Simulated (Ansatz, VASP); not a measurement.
This is a calculation of AlNi for Ansatz 0.2.0. 

The input input.yaml:

```yaml
crystal:
  lattice:
    - [2.881, 0.0, 0.0]
    - [0.0, 2.881, 0.0]
    - [0.0, 0.0, 2.881]
  atoms:
    - { symbol: Ni, position: [0.5, 0.5, 0.5], spin: 1.0 }
    - { symbol: Al, position: [0.0, 0.0, 0.0] }
kpoints:
  mp_grid: { grid: [9, 9, 9] }
scf:
  occupations: { method: gaussian, width: 0.1 }
hamiltonian:
  xc: lda
  pseudopotentials: { kind: all_electron, lapw: { basis_error: 0.001 } }
magnetization:
  spin_polarized: true
output:
  forces: true
  stress: true
  eigenvalues: true
```

Potentials or basis: all-electron LAPW, scalar-relativistic.

Launch:

```console
$ ansatz run input.yaml --threads 2 --pin off --max-ram 6144MiB --backend cpu --events-out ev --progress --plain --runs-dir out
```

Question: Set up the same calculation for VASP 6.6.1. Potentials or basis there: LDA PAW files Al, Ni_pv, 520 eV.

Answer: As run (cutoffs and basis follow the program's own potentials, and thresholds, step limits or extra output files can differ):

Contents of INCAR:

```
ALGO = Fast
EDIFF = 1E-7
ENCUT = 520
GGA = CA
ISIF = 2
ISMEAR = 0
ISPIN = 2
LASPH = T
LCHARG = T
LELF = T
LMAXMIX = 4
LORBIT = 11
LREAL = F
LVHAR = T
LWAVE = F
MAGMOM = 1 0
NELM = 100
PREC = Accurate
SIGMA = 0.1
```

The input KPOINTS:

```
k-points
0
Gamma
  9 9 9
```

The input POSCAR:

```
AlNi
1.0
    2.8810000000      0.0000000000      0.0000000000
    0.0000000000      2.8810000000      0.0000000000
    0.0000000000      0.0000000000      2.8810000000
Ni Al
1 1
Cartesian
    1.4405000000      1.4405000000      1.4405000000
    0.0000000000      0.0000000000      0.0000000000
```

Potentials or basis: VASP PAW LDA potentials, release 64 (Ni_pv, Al).

The run is started by

```console
$ cat potpaw_LDA.64/Ni_pv/POTCAR potpaw_LDA.64/Al/POTCAR > POTCAR
$ mpirun -np 1 vasp_std > vasp.out
```

Both were run:

|  | Ansatz | VASP |
| --- | --- | --- |
| Pressure | -8.7 GPa | -9.4 GPa |
| Net moment | 0.00 μB per cell | 0.00 μB per cell |

Where Ansatz's input types no cutoff or centring, it takes its own default and a Γ-centred mesh.

The two programs' LDA may be different fits to the electron gas.

The magnetic state is the one that the start led to; the real crystal's order can differ.

Pressure is positive in compression.
